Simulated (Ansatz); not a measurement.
LiCl under compression: one row to predict

The structure comes from a generated guess, relaxed at this level; another structure or a mixture of phases may lie lower.

All numbers below come from DFT PBE, scalar-relativistic, plane waves, PAW in Ansatz. Plane waves to 420 eV, a 4×4×6 mesh through Γ for the 8-atom cell and 0.02 eV Gaussian smearing; no spin polarisation.

```cif
data_structure
_symmetry_space_group_name_H-M 'P4_12_12'
_symmetry_Int_Tables_number 92
_cell_length_a 6.7880
_cell_length_b 6.7880
_cell_length_c 3.6019
_cell_angle_alpha 90.000
_cell_angle_beta 90.000
_cell_angle_gamma 90.000
_cell_volume 165.96
loop_
_atom_site_label
_atom_site_type_symbol
_atom_site_symmetry_multiplicity
_atom_site_Wyckoff_symbol
_atom_site_fract_x
_atom_site_fract_y
_atom_site_fract_z
_atom_site_occupancy
Li1 Li 4 a 0.66211 0.66211 0.50000 1
Cl1 Cl 4 a 0.82935 0.82935 0.00000 1
```

The cell was set to several volumes, with shape and atoms relaxed at each where symmetry leaves them free. Pressure is positive in compression, and energies count from the lowest row.

| row | V (Å³/atom) | P (GPa) | ΔE (meV/atom) | gap on mesh (eV) |
| --- | --- | --- | --- | --- |
| 1 | 18.256 | 4.19 | 29.4 | 6.09 |
| 2 | 18.878 | ? | ? | ? |
| 3 | 19.501 | 1.78 | 6.7 | 5.87 |
| 4 | 20.123 | 0.85 | 1.7 | 5.76 |
| 5 | 20.746 | 0.03 | 0.0 | 5.67 |
| 6 | 21.368 | -0.66 | 1.3 | 5.58 |
| 7 | 21.990 | -1.24 | 4.9 | 5.48 |
| 8 | 22.820 | -1.90 | 13.1 | 5.37 |

**Question.** Find B = −V·ΔP/ΔV from rows 4 and 6 and from rows 1 and 3, and from the two its slope B′ and its value B0 at zero pressure.

**Answer.** Rows 4 and 6 give −(20.123 + 21.368)/2 × (-0.66 − (0.85))/(21.368 − 20.123) = 25.2 GPa at a mean pressure of 0.09 GPa. Rows 1 and 3 give −(18.256 + 19.501)/2 × (1.78 − (4.19))/(19.501 − 18.256) = 36.5 GPa at a mean pressure of 2.99 GPa. So B′ = (36.5 − 25.2)/(2.99 − (0.09)) = 3.90 and B0 = 25.2 − 3.90 × (0.09) = 24.8 GPa. A third-order Birch–Murnaghan fit to all the energies gives B0 = 24.6 GPa and B′ = 4.2.

**Question.** Estimate the pressure and energy of row 2.

**Answer.** From row 5, V0 = 20.746 × (1 + (0.03)/24.8) = 20.771 Å³/atom. Murnaghan's form P = (B0/B′)·[(V0/V)^B′ − 1] gives (24.8/3.90) × [(20.771/18.878)^3.90 − 1] = 2.87 GPa; the computed pressure is 2.89 GPa, so the estimate is off by -0.02 GPa. The work of compression from row 3, with the mean of the two pressures, gives ΔE = 6.7 + (2.87 + 1.78)/2 × (19.501 − 18.878)/160.2 × 1000 = 15.7 meV/atom (1 eV/Å³ = 160.2 GPa); the computed value is 15.8 meV/atom.

**Question.** Fit the gap against pressure through the other rows and estimate it at the computed pressure of row 2.

**Answer.** Over the 7 rows the mean pressure is 0.4357 GPa and the mean gap is 5.689 eV. The sums of products of deviations are S_xx = 25.7 and S_xy = 3.001, so the slope is 3.001/25.7 = 0.1168 (r = 0.99, rms misfit 0.03 eV). At 2.89 GPa the line gives 5.689 + (0.1168) × (2.89 − 0.4357) = 5.98 eV. The computed value is 5.98 eV, so the line is off by 0.00 eV, no more than the largest miss among the fitted rows (0.05 eV).

Kohn–Sham gaps at this level usually fall short of measured ones. All volumes keep the k mesh of the relaxed cell. Symmetry constrained the relaxation, so the result can be a saddle point.
